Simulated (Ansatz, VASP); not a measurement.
# Cross-check of KBr between VASP and Ansatz

Wanted: the spread between two codes on one cell, functional and k mesh.

Program: Ansatz 0.2.0. Level of theory: plane waves, with VASP 6.6.1 beside it; single point at PBE, dielectric response at PBE and single point at r2SCAN. Results are calculated unless marked as measured.

**1. The structure**

Symmetry: Fm-3m, No. 225, cubic system. The conventional cell has a = 6.600 Å, b = 6.600 Å, c = 6.600 Å, α = 90.00°, β = 90.00°, γ = 90.00°. Nearest to Br lie 6 K at 3.30 Å. Nearest to K lie 6 Br at 3.30 Å. Farther neighbours and most contacts between anions are not listed.

**2. VASP: single point, PBE**

A single point gives forces, pressure and levels at one fixed geometry, so differences don't come from the geometry; what else differs is listed under the comparison.

Lines of VASP's logs that name or quote its potential files are left out, and so is its time.

Input file INCAR:

```
SYSTEM = KBr
PREC = Accurate
ENCUT = 400
EDIFF = 1E-07
NELM = 100
ISMEAR = 0
SIGMA = 0.05
LREAL = .FALSE.
ALGO = Normal
GGA = PE
NBANDS = 14
LORBIT = 11
LWAVE = .FALSE.
LCHARG = .FALSE.
KPAR = 4
```

Input file POSCAR:

```
KBr
1.0
    0.0000000000      3.3000000000      3.3000000000
    3.3000000000      0.0000000000      3.3000000000
    3.3000000000      3.3000000000      0.0000000000
Br K
1 1
Direct
    0.5000000000      0.5000000000      0.5000000000
    0.0000000000      0.0000000000      0.0000000000
```

Input file KPOINTS:

```
Automatic mesh
0
Gamma
6 6 6
0 0 0
```

PAW data sets: Br and K_sv (PBE family, release 64).

Started as:

```
$ mpirun -np 4 vasp_std
```

Numbers of over 12 decimals in the logs are rounded to 6 here.

The log of the run:

```text
[banner, memory and clock lines left out]
running    4 mpi-ranks, on    1 nodes
 distrk:  each k-point on    1 cores,    4 groups
 distr:  one band on    1 cores,    1 groups

 POSCAR found type information on POSCAR BrK
 POSCAR found :  2 types and       2 ions
 LDA part: xc-table for (Slater+PW92), standard interpolation
 POSCAR, INCAR and KPOINTS ok, starting setup
 FFT: planning ... GRIDC
 FFT: planning ... GRID_SOFT
 FFT: planning ... GRID
 WAVECAR not read
 entering main loop
       N       E                     dE             d eps       ncg     rms          rms(c)
DAV:   1     0.869547614272E+02    0.86955E+02   -0.60108E+03   448   0.819E+02
DAV:   2    -0.765888158227E+00   -0.87721E+02   -0.83210E+02   578   0.216E+02
DAV:   3    -0.617891490669E+01   -0.54130E+01   -0.53894E+01   600   0.492E+01
DAV:   4    -0.638580197688E+01   -0.20689E+00   -0.20683E+00   682   0.872E+00
DAV:   5    -0.638764899901E+01   -0.18470E-02   -0.18470E-02   588   0.890E-01    0.313E+00
DAV:   6    -0.621594301246E+01    0.17171E+00   -0.24435E-01   544   0.238E+00    0.230E+00
DAV:   7    -0.620457795162E+01    0.11365E-01   -0.11939E-01   592   0.183E+00    0.104E+00
DAV:   8    -0.621359667928E+01   -0.90187E-02   -0.13056E-02   514   0.834E-01    0.117E-01
DAV:   9    -0.621435116654E+01   -0.75449E-03   -0.73782E-04   604   0.167E-01    0.785E-02
DAV:  10    -0.621470196106E+01   -0.35079E-03   -0.38546E-04   448   0.118E-01    0.134E-02
DAV:  11    -0.621471036311E+01   -0.84020E-05   -0.21726E-05   620   0.262E-02    0.448E-03
DAV:  12    -0.621471311871E+01   -0.27556E-05   -0.40103E-06   454   0.139E-02    0.296E-03
DAV:  13    -0.621471310760E+01    0.11106E-07   -0.23295E-07   610   0.270E-03
   1 F= -.62147131E+01 E0= -.62147131E+01  d E =-.481156E-18
```

OUTCAR, selected parts (step 2):

```text
ion  position               nearest neighbor table
   1  0.500  0.500  0.500-   2 3.30   2 3.30   2 3.30   2 3.30   2 3.30   2 3.30
   2  0.000  0.000  0.000-   1 3.30   1 3.30   1 3.30   1 3.30   1 3.30   1 3.30

  LATTYP: Found a face centered cubic cell.
 ALAT       =     6.6000000000

 Subroutine GETGRP returns: Found 48 space group operations
 (whereof 48 operations were pure point group operations)

The static configuration has the point symmetry O_h .

 Found     16 irreducible k-points:

   k-points           NKPTS =     16   k-points in BZ     NKDIM =     16   number of bands    NBANDS=     14

   dimension x,y,z NGX =    30 NGY =   30 NGZ =   30
   dimension x,y,z NGXF=    60 NGYF=   60 NGZF=   60

   ENCUT  =  400.0 eV  29.40 Ry    5.42 a.u.   7.61  7.61  7.61*2*pi/ulx,y,z

   NELECT =      16.0000    total number of electrons

 k-points in reciprocal lattice and weights: Automatic mesh
   0.00000000  0.00000000  0.00000000       0.005
   0.16666667  0.00000000  0.00000000       0.037
   0.33333333  0.00000000  0.00000000       0.037
   0.50000000  0.00000000  0.00000000       0.019
   0.16666667  0.16666667  0.00000000       0.028
   0.33333333  0.16666667  0.00000000       0.111
   0.50000000  0.16666667  0.00000000       0.111
  -0.33333333  0.16666667  0.00000000       0.111
  -0.16666667  0.16666667  0.00000000       0.056
[...]
-0.33333333  0.33333333  0.16666667       0.111
  -0.33333333  0.50000000  0.16666667       0.056

 average (electrostatic) potential at core
       1 -64.7634       2 -36.7938

 E-fermi :  -1.4473

 k-point     1 :       0.0000    0.0000    0.0000
  band No.  band energies     occupation
    ...
      4     -12.9984      2.00000
      5     -12.9984      2.00000
      6      -1.7403      2.00000
      7      -1.7403      2.00000
      8      -1.7403      2.00000
      9       2.6932      0.00000
     10       5.8639      0.00000
     11       5.8639      0.00000
     12       5.8639      0.00000
     13       6.6871      0.00000
    ...

 k-point     2 :       0.1667    0.0000    0.0000
  band No.  band energies     occupation
    ...
      4     -12.9998      2.00000
      5     -12.9297      2.00000
      6      -2.1060      2.00000
      7      -1.8288      2.00000
      8      -1.8288      2.00000
      9       3.3493      0.00000
     10       5.7244      0.00000
     11       6.1884      0.00000
     12       6.1884      0.00000
     13       7.0451      0.00000
    ...

 k-point     3 :       0.3333    0.0000    0.0000
  band No.  band energies     occupation
    ...
      4     -13.0026      2.00000
      5     -12.8062      2.00000
      6      -2.6788      2.00000
      7      -1.9948      2.00000
      8      -1.9948      2.00000
      9       4.4582      0.00000
     10       5.9785      0.00000
     11       7.0565      0.00000
     12       7.0565      0.00000
     13       7.9468      0.00000
    ...

  Total        0.3313623      0.3313623      0.3313623      0.0000000      0.0000000      0.0000000
  in kB        7.3865531      7.3865531      7.3865531      0.0000000      0.0000000      0.0000000
  external PRESSURE =       7.3865531 kB  Pullay stress =       0.0000000 kB

  energy-cutoff  :      400.00
  volume of cell :       71.87
      direct lattice vectors                 reciprocal lattice vectors
     0.000000000  3.300000000  3.300000000    -0.151515152  0.151515152  0.151515152
     3.300000000  0.000000000  3.300000000     0.151515152 -0.151515152  0.151515152
     3.300000000  3.300000000  0.000000000     0.151515152  0.151515152 -0.151515152

 POSITION                                       TOTAL-FORCE (eV/Angst)
 -----------------------------------------------------------------------------------
      3.30000      3.30000      3.30000         0.000000      0.000000      0.000000
      0.00000      0.00000      0.00000        -0.000000     -0.000000     -0.000000
 -----------------------------------------------------------------------------------
    total drift:                               -0.000000      0.000000      0.000000

  FREE ENERGIE OF THE ION-ELECTRON SYSTEM (eV)
  ---------------------------------------------------
  free  energy   TOTEN  =        -6.2147131076 eV

  energy  without entropy=       -6.2147131076  energy(sigma->0) =       -6.21471311

 total charge
# of ion       s       p       d       tot
------------------------------------------
    1        1.599   3.304   0.001   4.904
    2        1.957   5.579   0.025   7.560
--------------------------------------------------
tot          3.556   8.882   0.025  12.464

[... 3 further parts left out ...]
```

The run ends at a pressure of 0.74 GPa.

**3. Ansatz: single point, PBE**

Ansatz runs on its default PAW (the set named soft_2) files.

The same cell, functional, mesh and smearing now go to Ansatz, which takes its cutoff from its data sets.

Input file input.yaml:

```yaml
crystal:
  lattice:
    - [0.0, 3.3, 3.3]
    - [3.3, 0.0, 3.3]
    - [3.3, 3.3, 0.0]
  atoms:
    - { symbol: Br, position: [0.5, 0.5, 0.5] }
    - { symbol: K, position: [0.0, 0.0, 0.0] }
hamiltonian:
  xc: pbe
  pseudopotentials: { kind: paw }
kpoints:
  mp_grid: { grid: [6, 6, 6] }
scf:
  occupations: { method: gaussian, width: 0.05 }
  n_extra_bands: 4
output:
  forces: true
  stress: true
  eigenvalues: true
```

Started as:

```
$ ansatz run input.yaml --threads 2 --pin off --max-ram 4608MiB --backend cpu --events-out ev --progress --plain --runs-dir out
```

The log of the run:

```text
scf.n_extra_bands = 4 over 8 filled bands (N_el = 16.0): the run solves 12 bands
Engine: ansatz 0.2.0, x86_64-unknown-linux-gnu
Pseudopotentials: kind: paw
Pseudopotential: Br, paw, valence charge 7, recommended cutoff 420 eV (normal), Br.paw.azcp
Pseudopotential: K, paw, valence charge 9, recommended cutoff 420 eV (normal), K.paw.azcp
Functional definition: PBE
  parameter kappa = 0.804
  parameter beta = 0.066725
  exchange = pbe_x(kappa = kappa, mu = beta*pi^2/3)
  correlation = pbe_c(beta = beta)
Crystal: 2 atoms, lattice volume = 71.874 Å³
Basis set: ecut = 420 eV, 1411 PW (Γ), exchange–correlation on 64×64×64 points (8 copies of the dense FFT grid, shifted against one another)
Bands: 12, of which v1, the nominal top of the filled ones, is band 8 counted from 1 (7 counted from 0)
Symmetry: 48 space group operations
Space group: Fm-3m (ITA 225), of the structure as read, at distance tolerance 4.2e-5 Å
k-points: 16 of 216
Non-local potential: Br, projectors of the file, l = 0: 2, l = 1: 2, l = 2: 2
Non-local potential: K, projectors of the file, l = 0: 3, l = 1: 2, l = 2: 2
PAW form: soft (Blöchl's): semilocal exchange-correlation on the pseudo side does not see the compensation charge
PAW one-centre angular grid: Br, 110 points (default); XC on 64 Gauss nodes
PAW one-centre angular grid: K, 110 points (default); XC on 64 Gauss nodes
Initial density: superposition of atomic densities (neutral atoms: chi_scale 0, normalization atom), corrected by the library's trained network
Initial wavefunctions: pseudopotential atomic-orbital guess
Functional: x = pbe(κ = 0.804, μ = 0.219515), c = pbe(β = 0.066725)
SCF iter   1: F=—  HF=-4324.496657 eV  |F-HF|=—  |Δ(HF+E_count)|=         —  Δρ=1.70e-4  dr2=1.22e-5  ethr=1.77e-3  ⟨swp⟩=6.6  Hψ=1267  notcnv=0
preconditioner: auto → none  [insulator: Δε(μ)=4.426 eV  Ē_g=14.771 eV  σ=0.050 eV  W_gap=1.00  n_scr=14 (ndim 8)  ℏωp=16.4 eV  f_vac=0.056  D(μ)=0.00/eV (n_scr^D=0)  ε∞_Penn≈2.2]
SCF iter   2: F=—  HF=-4324.496532 eV  |F-HF|=—  |Δ(HF+E_count)|=   1.25e-4  Δρ=1.91e-4  dr2=4.48e-5  ethr=7.61e-8  ⟨swp⟩=3.4  Hψ=601  notcnv=0
SCF iter   3: F=—  HF=-4324.496527 eV  |F-HF|=—  |Δ(HF+E_count)|=   5.18e-6  Δρ=4.62e-5  dr2=7.47e-7  ethr=7.61e-8  ⟨swp⟩=2.0  Hψ=304  notcnv=0
SCF iter   4: F=—  HF=-4324.496532 eV  |F-HF|=—  |Δ(HF+E_count)|=   4.44e-6  Δρ=3.03e-5  dr2=8.03e-7  ethr=4.67e-9  ⟨swp⟩=2.0  Hψ=304  notcnv=0
iter 5 did not close the SCF: its close was put off for the readings that it lacked (scf_convergence_deferred on its scf_iter line)
SCF iter   5: F=-4324.496532 eV  HF=-4324.496532 eV  |F-HF|=8.07e-9  |Δ(HF+E_count)|=   5.27e-7  Δρ=7.86e-6  dr2=6.37e-8  ethr=4.67e-9  ⟨swp⟩=2.0  Hψ=240  notcnv=0
SCF iter   6: F=-4324.496532 eV  HF=-4324.496532 eV  |F-HF|=4.31e-9  |Δ(HF+E_count)|=   2.43e-8  Δρ=2.24e-6  dr2=6.18e-9  ethr=3.98e-10  ⟨swp⟩=3.1  Hψ=707  notcnv=0
SCF 1 converged in 6 iterations: F = -4324.496532 eV  dr2 = 6.18e-9
  greatest PAW one-centre occupation: 0.987 electrons in one spin orbital (limit 2), on the K atom at site 1 (counted from 0), in its partial waves of l = 0
SCF converged after 6 iterations
Free energy (F): -4324.496532 eV
Harris-Foulkes:  -4324.496532 eV  (|F-HF|=4.31e-9)
Internal energy: -4324.496532 eV  (E = F + TS)
E sigma→0 (E₀):  -4324.496532 eV
Fermi energy:    3.287127 eV
--- Per-component energies (eV) ---
  E_band       = -133.511501
  E_kinetic    = 388.471644
  E_local      = -838.834405  (includes V_loc(G=0)·N_el)
  E_nonlocal   = 82.863870
  E_hartree    = 271.999184
  E_xc         = -400.625146
  E_vxc        = -269.645426  (∫ρ·V_xc dr)
  E_paw        = -3028.385830  (= ΣΔE_a)
  E_vpaw       = -40.364750  (= ΣTr[D̂ρ^β])
  E_aug_tail   = -0.000004  (compensation charges beyond the density's cutoff)
  E_ewald      = -799.985846
  E_smearing   = -0.000000  (= −TS)
  E_closure    = -0.000000  (closes the sum)
  Σ components = -4324.496532   (vs F -4324.496532, Δ=0.00e0)
--- Forces (eV/Å), atoms counted from 1 ---
  atom   1  Br     0.00000000    -0.00000000     0.00000000
  atom   2  K     -0.00000000     0.00000000    -0.00000000
  max |Σ_I F_I| component: 2.43e-30 eV/Å
--- Stress (GPa, compression-positive) ---
        0.717910      -0.000000       0.000000
        0.000000       0.717910       0.000000
       -0.000000      -0.000000       0.717910
  P = ⅓ Tr σ = 0.7179 GPa (7.179 kbar)
--- Band table (eV; the first three rows and the last of 16) ---
  k-point 0: bands = [... 4 lower, -10.1842, 1.0691, 1.0691, 1.0691, 5.5045, 8.6734, 8.6734, 8.6734]
  k-point 1: bands = [... 4 lower, -10.1156, 0.7038, 0.9804, 0.9804, 6.1605, 8.5336, 8.9962, 8.9962]
  k-point 2: bands = [... 4 lower, -9.9925, 0.1312, 0.8140, 0.8140, 7.2681, 8.7874, 9.8577, 9.8577]
  k-point 15: bands = [... 4 lower, -10.1192, 0.3624, 0.5930, 0.6213, 7.6651, 8.9937, 9.3619, 10.2985]
```

Elapsed: 0.44 s, on 2 threads of Intel Xeon Platinum 8488C (Sapphire Rapids), shared host; peak memory 0.36 GiB; 0.76 s of CPU time.

The run ends at a pressure of 0.72 GPa.

**4. Comparison**

Known differences besides the potentials themselves: the cutoff is 420 eV in Ansatz and 400 eV in VASP; VASP leaves aspherical gradient terms in its spheres out (LASPH is not set), Ansatz keeps them. Total energies have different zeros and are not compared.

Both answers:

```tsv
quantity	Ansatz	VASP	difference
pressure (GPa)	0.72	0.74	-0.02
gap on the k mesh (eV)	4.435	4.434	+0.002
```

A gap on the mesh is an upper bound, since the band edges may lie between its points. Ansatz's pressure holds a Pulay correction of 0.01 GPa; VASP's holds none.

**5. Ansatz: dielectric response, PBE**

The response to a field tests empty states and converges slowly with the mesh.

input.yaml, the sections that differ from step 3:

```yaml
kpoints:
  mp_grid: { grid: [9, 9, 9] }
scf:
  occupations: { method: fixed }
dielectric:
  method: response
# crystal, hamiltonian: as in step 3
# output: removed
```

The log of the run:

```text
[...]
Crystal: 2 atoms, lattice volume = 71.874 Å³
Basis set: ecut = 420 eV, 1411 PW (Γ), exchange–correlation on 64×64×64 points (8 copies of the dense FFT grid, shifted against one another)
Bands: 12, of which v1, the nominal top of the filled ones, is band 8 counted from 1 (7 counted from 0)
Symmetry: 48 space group operations
k-points: 75 of 729 (irreducible under 8 space group operations, time reversal used)
[...]
Born effective charges Z* (e; rows j = field, columns β = displacement):
    site 0:
        -1.12652   -0.00000    0.00000
         0.00000   -1.12652   -0.00000
         0.00000    0.00000   -1.12652
    site 1:
         1.12652    0.00000   -0.00000
         0.00000    1.12652    0.00000
         0.00000   -0.00000    1.12652
  Z* charge neutrality: 6.917e-5 e pre-enforcement
  k-mesh period / interband length: 42.0 Å / 1.42 Å = 29.65 at k = (0.0000, 0.0000, 0.0000), direct gap 4.435 eV — 14 or more, which is no proof of convergence
[key lines of the parts left out:]
SCF converged after 9 iterations
Free energy (F): -4324.496539 eV
Fermi energy:    1.069171 eV
```

It took 7.2 s on 2 threads; peak memory 0.54 GiB; 12 s of CPU time.

**6. VASP: dielectric response, PBE**

The same cell, functional and mesh now go to VASP, with its own data sets and cutoff.

Input file INCAR:

```
SYSTEM = KBr
PREC = Accurate
ENCUT = 400
EDIFF = 1E-08
NELM = 100
ISMEAR = 0
SIGMA = 0.01
LREAL = .FALSE.
ALGO = Normal
GGA = PE
NBANDS = 14
LWAVE = .FALSE.
LCHARG = .FALSE.
KPAR = 4
LEPSILON = .TRUE.
```

POSCAR is that of step 2.

Input file KPOINTS:

```
Automatic mesh
0
Gamma
9 9 9
0 0 0
```

Started as:

```
$ mpirun -np 4 vasp_std
```

The log of the run:

```text
[... set-up lines as in an earlier step ...]
 entering main loop
       N       E                     dE             d eps       ncg     rms          rms(c)
DAV:   1     0.842909047264E+02    0.84291E+02   -0.60612E+03   980   0.823E+02
DAV:   2    -0.126958632079E+01   -0.85560E+02   -0.79411E+02  1216   0.215E+02
DAV:   3    -0.618515939567E+01   -0.49156E+01   -0.48914E+01  1334   0.470E+01
DAV:   4    -0.638632359478E+01   -0.20116E+00   -0.20108E+00  1528   0.824E+00
[...]
DAV:  13    -0.621473624084E+01    0.14327E-07   -0.27664E-07  1354   0.290E-03    0.525E-04
DAV:  14    -0.621473630915E+01   -0.68315E-07   -0.72660E-08  1022   0.158E-03    0.411E-04
DAV:  15    -0.621473630357E+01    0.55843E-08   -0.20998E-09   792   0.281E-04
   1 F= -.62147363E+01 E0= -.62147363E+01  d E =-.270830-118
 Linear response reoptimize wavefunctions to high precision
DAV:   1    -0.621473630562E+01   -0.20470E-08   -0.22644E-09  1178   0.235E-04
DAV:   2    -0.621473630568E+01   -0.69349E-10   -0.42254E-11   562   0.479E-05
 Linear response G [H, r] |phi>, progress :
  Direction:   1
[...]
RMM:  17    -0.356485408688E+00    0.46219E-06    0.21601E-07  4031   0.107E-04    0.157E-04
RMM:  18    -0.356485402191E+00    0.64971E-08    0.56521E-08  3428   0.682E-05    0.686E-05
 change of polarisation eV/A/(eV/A) component  2 :     0.040     0.617    -0.013
 dielectric tensor                  component  2 :     0.101     2.552    -0.034
 Linear response to external field, progress :
  Direction:   3
       N       E                     dE             d eps       ncg     rms          rms(c)
RMM:   1    -0.343836079927E+00   -0.34384E+00   -0.71733E-01  4679   0.324E+00
RMM:   2    -0.358980909789E+00   -0.15145E-01   -0.41725E-02  4562   0.809E-01    0.136E+00
RMM:   3    -0.320865116268E+00    0.38116E-01   -0.67292E-02  4017   0.127E+00    0.658E-01
RMM:   4    -0.336369876812E+00   -0.15505E-01   -0.54559E-02  4145   0.106E+00    0.183E-01
[...]
RMM:  19    -0.356485424919E+00   -0.11321E-07    0.34855E-08  2837   0.506E-05    0.323E-05
RMM:  20    -0.356485412863E+00    0.12056E-07    0.50556E-10  2024   0.443E-05    0.166E-05
RMM:  21    -0.356485415362E+00   -0.24988E-08    0.78288E-11  1789   0.439E-05    0.134E-05
 change of polarisation eV/A/(eV/A) component  3 :    -0.000     0.027     0.617
 dielectric tensor                  component  3 :    -0.000     0.068     2.552
 Born effective charges drift removed
```

OUTCAR, selected parts (step 6):

```text
  Total        0.3298850      0.3298850      0.3298850      0.0000000     -0.0000000     -0.0000000
  in kB        7.3536226      7.3536226      7.3536226      0.0000000     -0.0000000     -0.0000000
  external PRESSURE =       7.3536226 kB  Pullay stress =       0.0000000 kB

 POSITION                                       TOTAL-FORCE (eV/Angst)
 -----------------------------------------------------------------------------------
      3.30000      3.30000      3.30000         0.000000     -0.000000      0.000000
      0.00000      0.00000      0.00000        -0.000000      0.000000     -0.000000
 -----------------------------------------------------------------------------------
    total drift:                               -0.000000      0.000000      0.000000

 MACROSCOPIC STATIC DIELECTRIC TENSOR (including local field effects in DFT)
 ------------------------------------------------------
           2.552318     0.000000    -0.000000
          -0.000000     2.552318     0.000000
           0.000000     0.000000     2.552318
 ------------------------------------------------------

[... 1 part as in an earlier step ...]

[... 1 further part left out ...]
```

Energies printed during the response cycles are not total energies of the cell.

**7. Side by side**

The two programs side by side:

```tsv
quantity	Ansatz	VASP	difference
ε∞ xx	2.55	2.55	+0.02 %
ε∞ yy	2.55	2.55	+0.02 %
ε∞ zz	2.55	2.55	+0.02 %
Born charge of Br1 (mean of the diagonal) (e)	-1.13	-1.13	0.00
Born charge of K2 (mean of the diagonal) (e)	1.13	1.13	0.00
```

(Part 1 of 2 ends here.)

[Lines on the potential files, build, host, timing and source positions are cut from VASP's logs without a mark.]

[Logs are printed without paths, hosts, clocks, repeated set-up lines and the standing remarks that a program may print on its own settings, such as how far it seeks lower states.]

[Hosts, paths, dates, database ids (printed as entryN), source tags and the programs' standing remarks are cut or masked in the printed files.]
